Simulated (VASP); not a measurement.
# Cr in VASP: single point with PBEsol

Aim: the single point of Cr with PBEsol.

Everything below comes from runs of VASP 6.6.1. Logs are shortened: lines on timing, memory, paths and dates and some standing lists are left out, and cuts for length are marked.

### Step 1. The cell of the first run

The cell holds a slab with vacuum, 6 atoms: a = 2.437 Å, b = 2.437 Å, c = 24.950 Å, α = 90.00°, β = 90.00°, γ = 109.47°.

The slab is cut from a database's or a generator's crystal, which needn't be the stable form of the element.

### Step 2. Single point, PBEsol ((1 1 0) slab cut from the bulk)

Input file INCAR:

```
  ALGO = Fast
  DIPOL = 0.5 0.5 0.500
  EDIFF = 1E-7
  ENCUT = 520
  GGA = PS
  IDIPOL = 3
  ISIF = 2
  ISMEAR = 0
  LASPH = True
  LCHARG = False
  LDIPOL = True
  LREAL = False
  LWAVE = False
  NBANDS = 45
  NELM = 100
  PREC = Accurate
  SIGMA = 0.1
```

Input file KPOINTS:

```
k-points
0
Gamma
  15 15 1
```

Input file POSCAR:

```
Cr
1.0
    2.4371427746      0.0000000000      0.0000000000
   -0.8123809249      2.2977602435      0.0000000000
    0.0000000000      0.0000000000     24.9495937134
Cr
6
Direct
    0.5000000000      0.5000000000      0.3006060975
    0.0000000000      0.0000000000      0.3803636585
    0.5000000000      0.5000000000      0.4601212195
    0.0000000000      0.0000000000      0.5398787805
    0.5000000000      0.5000000000      0.6196363415
    0.0000000000      0.0000000000      0.6993939025
```

Potentials or basis: VASP PAW PBE potentials, release 64 (Cr_pv).

Launch:

```bash
$ cat potpaw_PBE.64/Cr_pv/POTCAR > POTCAR
$ mpirun -np 1 vasp_std > vasp.out
```

OUTCAR:

```text
EDIFF = 1E-7
   ENCUT = 520
   GGA = PS
   ISIF = 2
   ISMEAR = 0
   LASPH = True
   LREAL = False
   NELM = 100
   PREC = Accurate

 ion  position               nearest neighbor table
   1  0.500  0.500  0.301-   2 2.44   2 2.44   2 2.81   2 2.81
   2  0.000  0.000  0.380-   1 2.44   3 2.44   1 2.44   3 2.44   1 2.81   3 2.81   1 2.81   3 2.81

   3  0.500  0.500  0.460-   4 2.44   4 2.44   2 2.44   2 2.44   4 2.81   4 2.81   2 2.81   2 2.81

   4  0.000  0.000  0.540-   3 2.44   3 2.44   5 2.44   5 2.44   3 2.81   3 2.81   5 2.81   5 2.81

   5  0.500  0.500  0.620-   4 2.44   6 2.44   4 2.44   6 2.44   4 2.81   6 2.81   4 2.81   6 2.81

   6  0.000  0.000  0.699-   5 2.44   5 2.44   5 2.81   5 2.81

  LATTYP: Found a base centered orthorhombic cell.
 ALAT       =     2.8141700739
 B/A-ratio  =     1.4142135624
 C/A-ratio  =     8.8657021638

  Lattice vectors:

 A1 = (   2.4371427746,   0.0000000000,   0.0000000000)
 A2 = (  -0.8123809249,   2.2977602435,   0.0000000000)
 A3 = (   0.0000000000,   0.0000000000,  24.9495937134)

Analysis of symmetry for initial positions (statically):
=====================================================================
 Subroutine PRICEL returns:
 Original cell was already a primitive cell.

 Routine SETGRP: Setting up the symmetry group for a
 base centered orthorhombic supercell.

 Subroutine GETGRP returns: Found  8 space group operations
 (whereof  4 operations were pure point group operations)
 out of a pool of  8 trial point group operations.

The static configuration has the point symmetry C_2v.
 The point group associated with its full space group is D_2h.

Analysis of symmetry for dynamics (positions and initial velocities):
=====================================================================
 Subroutine PRICEL returns:
 Original cell was already a primitive cell.

 Routine SETGRP: Setting up the symmetry group for a
 base centered orthorhombic supercell.

 Subroutine GETGRP returns: Found  8 space group operations
 (whereof  4 operations were pure point group operations)
 out of a pool of  8 trial point group operations.

The dynamic configuration has the point symmetry C_2v.
 The point group associated with its full space group is D_2h.

 Subroutine INISYM returns: Found  8 space group operations
 (whereof  4 operations are pure point group operations),
 and found     1 'primitive' translations

----------------------------------------------------------------------------------------

                                     Primitive cell

  volume of cell :     139.7170

  direct lattice vectors                    reciprocal lattice vectors
     2.437142775  0.000000000  0.000000000     0.410316544  0.145068805  0.000000000
    -0.812380925  2.297760243  0.000000000     0.000000000  0.435206416  0.000000000
     0.000000000  0.000000000 24.949593713     0.000000000  0.000000000  0.040080813

  length of vectors
     2.437142775  2.437142775 24.949593713     0.435206416  0.435206416  0.040080813

  position of ions in fractional coordinates (direct lattice)
     0.500000000  0.500000000  0.300606098
     0.000000000  0.000000000  0.380363659
     0.500000000  0.500000000  0.460121220
     0.000000000  0.000000000  0.539878780
     0.500000000  0.500000000  0.619636341
     0.000000000  0.000000000  0.699393902

  ion indices of the primitive-cell ions
   primitive index   ion index
                 1           1
                 2           2
                 3           3
                 4           4
                 5           5
                 6           6

----------------------------------------------------------------------------------------

 KPOINTS: k-points

Automatic generation of k-mesh.
 Grid dimensions read from file:
 generate k-points for:   15   15    1

 Generating k-lattice:

  Cartesian coordinates                     Fractional coordinates (reciprocal lattice)
     0.027354436  0.009671254  0.000000000     0.066666667  0.000000000  0.000000000
     0.000000000  0.029013761  0.000000000     0.000000000  0.066666667  0.000000000
     0.000000000  0.000000000  0.040080813     0.000000000  0.000000000  1.000000000

  Length of vectors
     0.029013761  0.029013761  0.040080813

  Shift w.r.t. Gamma in fractional coordinates (k-lattice)
     0.000000000  0.000000000  0.000000000

 Subroutine IBZKPT returns following result:
 ===========================================

 Found     64 irreducible k-points:

 Following reciprocal coordinates:
            Coordinates               Weight
  0.000000  0.000000  0.000000      1.000000
  0.066667 -0.000000  0.000000      4.000000
  0.133333  0.000000  0.000000      4.000000
  0.200000 -0.000000  0.000000      4.000000
  0.266667  0.000000  0.000000      4.000000
  0.333333 -0.000000  0.000000      4.000000
[... 16 lines left out ...]
  0.133333  0.133333  0.000000      2.000000
  0.200000  0.133333  0.000000      4.000000
 [... further k-points ...]
   k-points           NKPTS =     64   k-points in BZ     NKDIM =     64   number of bands    NBANDS=     45
   number of dos      NEDOS =    301   number of ions     NIONS =      6
   total plane-waves  NPLWV =  62208
   dimension x,y,z NGX =    18 NGY =   18 NGZ =  192
   dimension x,y,z NGXF=    36 NGYF=   36 NGZF=  384
   ions per type =               6
   NGX,Y,Z   is equivalent  to a cutoff of  12.28, 12.28, 12.79 a.u.
   NGXF,Y,Z  is equivalent  to a cutoff of  24.56, 24.56, 25.59 a.u.
 SYSTEM =  unknown system
   PREC   = accura    normal or accurate (medium, high low for compatibility)
   ISTART =      0    job   : 0-new  1-cont  2-samecut
   ICHARG =      2    charge: 1-file 2-atom 10-const
   ISPIN  =      1    spin polarized calculation?
   LNONCOLLINEAR =      F non collinear calculations
   LSORBIT =      F    spin-orbit coupling
   LASPH  =      T    aspherical Exc in radial PAW
   ENCUT  =  520.0 eV  38.22 Ry    6.18 a.u.   4.53  4.53 46.39*2*pi/ulx,y,z
   NELM   =    100;   NELMIN=  2; NELMDL= -5     # of ELM steps
   EDIFF  = 0.1E-06   stopping-criterion for ELM
   LREAL  =      F    real-space projection
   EDIFFG = 0.1E-05   stopping-criterion for IOM
   NSW    =      0    number of steps for IOM
   IBRION =     -1    ionic relax: 0-MD 1-quasi-New 2-CG
   NFREE  =      0    steps in history (QN), initial steepest desc. (CG)
   ISIF   =      2    stress and relaxation
   ISYM   =      2    0-nonsym 1-usesym 2-fastsym
   POTIM  = 0.5000    time-step for ionic-motion
   TEBEG  =    0.0;   TEEND  =   0.0 temperature during run
   PSTRESS=    0.0 pullay stress
   NELECT =      72.0000    total number of electrons
   NUPDOWN=      -1.0000    fix difference up-down
   EMIN   =  10.00;   EMAX   =-10.00  energy-range for DOS
   EFERMI =   0.00;   METHOD = LEGACY
   ISMEAR =     0;   SIGMA  =   0.10  broadening in eV -4-tet -1-fermi 0-gaus
   EFERMI_NEDOS =   21; number of points for ismear=-14 and -15
   IALGO  =     68    algorithm
   IMIX   =      4    mixing-type and parameters
     AMIX     =   0.40;   BMIX     =  1.00
     AMIX_MAG =   1.60;   BMIX_MAG =  1.00
  volume/ion in A,a.u.               =      23.29       157.14
  Fermi-wavevector in a.u.,A,eV,Ry     =   1.312510  2.480284 23.438517  1.722682
  Thomas-Fermi vector in A             =   2.442897
   LORBIT       =      0    0 simple, 1 ext, 2 COOP (PROOUT), +10 PAW based schemes
   GGA     = PS    functional components
   LHFCALC =     F    Hartree Fock is set to
   AEXX    =    0.0000 exact exchange contribution
   IVDW    =     0    specifies the selected vdW correction
   LEPSILON=     F    determine dielectric tensor
   LRPA    =     F    only Hartree local field effects (RPA)
 non-spin polarized calculation
 RMM-DIIS sequential band-by-band and
 Gauss-broadening in eV      SIGMA  =   0.10
  energy-cutoff  :      520.00
  volume of cell :      139.72
 maximum number of plane-waves:      3847
 NGX is ok and might be reduce to    18
   NGX =  9   NGY =  9   NGZ = 93

 dipolmoment           0.000000      0.000000     -0.000000 electrons x Angstroem

 number of electron      71.9999953 magnetization

 dipolmoment           0.000000      0.000000      0.000000 electrons x Angstroem

 Free energy of the ion-electron system (eV)
  ---------------------------------------------------
  ext. energy  EPLUGINS =         0.00000000
  ---------------------------------------------------
  free energy    TOTEN  =       -58.91065588 eV

  energy without entropy =      -58.88042561  energy(sigma->0) =      -58.89554074

 E-fermi :   2.9321     XC(G=0):  -7.5987

 val. band max:        2.9281729463   @ k =  -0.4667   0.4000   0.0000
 cond. band min:       2.9410652444   @ k =  -0.2000   0.1333   0.0000
 fundamental gap:      0.0128922981
 Fermi energy:         2.9321142239

 k-point     1 :       0.0000    0.0000    0.0000
  band No.  band energies     occupation
      1     -40.5947      2.00000
      2     -40.4401      2.00000
      3     -40.2158      2.00000
      4     -39.9810      2.00000
      5     -39.9328      2.00000
      6     -39.8799      2.00000
[... 37 lines left out ...]
     44       3.9944      0.00000
     45       4.1138      0.00000

 k-point     2 :       0.0667   -0.0000    0.0000
  band No.  band energies     occupation
      1     -40.5818      2.00000
      2     -40.4337      2.00000
      3     -40.2210      2.00000
      4     -40.0013      2.00000
      5     -39.9421      2.00000
      6     -39.8850      2.00000
[... 37 lines left out ...]
     44       3.9424      0.00000
     45       4.0896      0.00000

 k-point     3 :       0.1333    0.0000    0.0000
  band No.  band energies     occupation
      1     -40.5448      2.00000
      2     -40.4179      2.00000
      3     -40.2413      2.00000
      4     -40.0618      2.00000
      5     -39.9766      2.00000
      6     -39.9104      2.00000
[... 37 lines left out ...]
     44       3.9222      0.00000
     45       3.9645      0.00000

 k-point     4 :       0.2000   -0.0000    0.0000
  band No.  band energies     occupation
      1     -40.4900      2.00000
      2     -40.4041      2.00000
      3     -40.2876      2.00000
      4     -40.1632      2.00000
      5     -40.0405      2.00000
      6     -40.0132      2.00000
[... 901 lines left out ...]
     44       3.7867      0.00000
     45       3.9732      0.00000

 k-point    23 :       0.1333    0.1333    0.0000
  band No.  band energies     occupation
      1     -40.4583      2.00000
      2     -40.3990      2.00000
      3     -40.3036      2.00000
      4     -40.1848      2.00000
      5     -40.0202      2.00000
      6     -39.9900      2.00000
[... 37 lines left out ...]
     44       4.1933      0.00000
     45       4.2542      0.00000

 k-point    24 :       0.2000    0.1333    0.0000
  band No.  band energies     occupation
      1     -40.4150      2.00000
      2     -40.3966      2.00000
      3     -40.3244      2.00000
      4     -40.2600      2.00000
      5     -40.1134      2.00000
      6     -40.0223      2.00000
[... 37 lines left out ...]
     44       4.3086      0.00000
     45       4.3313      0.00000

 [... further k-points ...]

------------------------ aborting loop because EDIFF is reached ----------------------------------------

 vacuum level on the upper side and lower side of the slab       (xc-potential included)        -0.073        -0.073

  FORCE on cell =-STRESS in cart. coord.  units (eV):
  Direction    XX          YY          ZZ          XY          YZ          ZX
  --------------------------------------------------------------------------------------
  -------------------------------------------------------------------------------------
  Total       -3.6559915     -3.4942391     -2.2055712      0.2287524      0.0000000      0.0000000
  in kB      -41.9243754    -40.0695112    -25.2919615      2.6231741      0.0000000      0.0000000
  external PRESSURE =     -35.7619494 kB  Pullay stress =       0.0000000 kB

 VOLUME and BASIS-vectors are now :
 -----------------------------------------------------------------------------
  energy-cutoff  :      520.00
  volume of cell :      139.72
      direct lattice vectors                 reciprocal lattice vectors
     2.437142775  0.000000000  0.000000000     0.410316544  0.145068805  0.000000000
    -0.812380925  2.297760243  0.000000000     0.000000000  0.435206416  0.000000000
     0.000000000  0.000000000 24.949593713     0.000000000  0.000000000  0.040080813

 POSITION                                       TOTAL-FORCE (eV/Angst)
 -----------------------------------------------------------------------------------
      0.81238      1.14888      7.50000         0.000000      0.000000      0.517618
      0.00000      0.00000      9.48992         0.000000      0.000000     -0.507543
      0.81238      1.14888     11.47984        -0.000000      0.000000      0.023618
      0.00000      0.00000     13.46976        -0.000000      0.000000     -0.023618
      0.81238      1.14888     15.45967         0.000000      0.000000      0.507543
      0.00000      0.00000     17.44959        -0.000000      0.000000     -0.517618
 -----------------------------------------------------------------------------------
    total drift:                                0.000000      0.000000      0.000000

  FREE ENERGIE OF THE ION-ELECTRON SYSTEM (eV)
  ---------------------------------------------------
  free  energy   TOTEN  =       -58.9106558770 eV

  energy  without entropy=      -58.8804256071  energy(sigma->0) =      -58.89554074

 vacuum level on the upper side and lower side of the slab         7.894         7.894
```

It took 15 min on 1 thread of Intel Xeon Platinum 8559C (Emerald Rapids), shared host; peak memory 0.42 GiB.

Results:

| Property | Result |
| --- | --- |
| Free energy | -58.9107 eV |
| Largest force | 0.518 eV/Å |
| Band gap on the k mesh | none (metal or under the smearing width) |

Forces on the atoms (eV/Å):
```
Cr   0.000  0.000  0.518
Cr   0.000  0.000 -0.508
Cr   0.000  0.000  0.024
Cr   0.000  0.000 -0.024
Cr   0.000  0.000  0.508
Cr   0.000  0.000 -0.518
```

Levels at points of the mesh, in eV from the Fermi level:
```tsv
k point	band 33	band 34	band 35	band 36	band 37	band 38	band 39	band 40
(0.00, 0.00, 0.00)	-1.03	-0.97	-0.79	-0.67	-0.27	0.21	0.52	0.84
```

Caveat: the PAW data sets were made with another functional, which shifts forces and pressure a little; the run has no spin polarisation, though such a crystal can be magnetic. Spin polarisation is off, so any magnetic state and its effect on volume and gap are missing.
